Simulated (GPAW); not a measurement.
Runs of GPAW 26.7.0 on TaS2. Symmetry: P-3m1, No. 164, trigonal system. The conventional cell has a = 3.350 Å, b = 3.350 Å, c = 5.860 Å, α = 90.00°, β = 90.00°, γ = 120.00°. Around Ta (site symmetry -3m) lie 6 S at 2.43 Å. S (site symmetry 3m) is surrounded by 3 Ta at 2.43 Å. 

```tsv
task	level	potentials or basis	spin	cell	optimizer	fmax	max steps	target pressure	band path	gap on the mesh (eV)	pressure (GPa)	relaxed volume (Å³/atom)	largest force (eV/Å)
relaxation of cell and atoms	WC	PAW data sets generated in the run's folder for this functional, pw	off	relaxed to 10 GPa	BFGS	0.05 eV/Å	40	10 GPa	-	none	10.0	-	0.01
band structure	r4SCAN	GPAW PAW data sets (gpaw-data 1.2.1), pw	SOC, no magnetisation	as given	-	-	-	-	GMKGALHA,LM,KH	-	6.3	-	0.78
band structure	rSCAN	GPAW PAW data sets (gpaw-data 1.2.1), pw	SOC, no magnetisation	as given	-	-	-	-	GMKGALHA,LM,KH	-	(a)	-	0.97
relaxation of cell and atoms	OLYP+D3(BJ)	PAW data sets generated in the run's folder for this functional, pw	off	relaxed	BFGS	0.05 eV/Å	100	-	-	none	-0.3	(b)	0.02
relaxation of cell and atoms	PBE+D3	GPAW PAW data sets (gpaw-data 1.2.1), pw	off	relaxed	LBFGS	0.02 eV/Å	60	-	-	none	0.1	19.07	0.02
```

Alike in all rows: k mesh 7 × 7 × 4; cutoff (eV) 600; smearing fermi-dirac 0.05 eV.

Problem. Fill in the values left out.

Solution. (a) 7.4; (b) 16.07.

Caveats: later steps reuse the first step's grids (some runs); spin-orbit coupling was added after a scalar SCF, so levels and gaps hold it while energy, forces, pressure and moments don't (some runs); this program's spin-orbit splittings come out too wide for heavy elements (some runs); the PAW data sets were made with another functional, which shifts forces and pressure a little (some runs); this functional lacks dispersion, which binds the layers, so the pressure and a relaxed spacing across them are unreliable (some runs); the volume moved by over 15 % at a fixed basis, so the end points are rough (some runs); the volume moved by -15 % from the deposited cell, more than functionals usually miss (some runs).

A k mesh can miss the band edges, and rows without SOC leave out spin-orbit coupling on Ta.

A gap of «none» marks a metal or a gap under the smearing width.
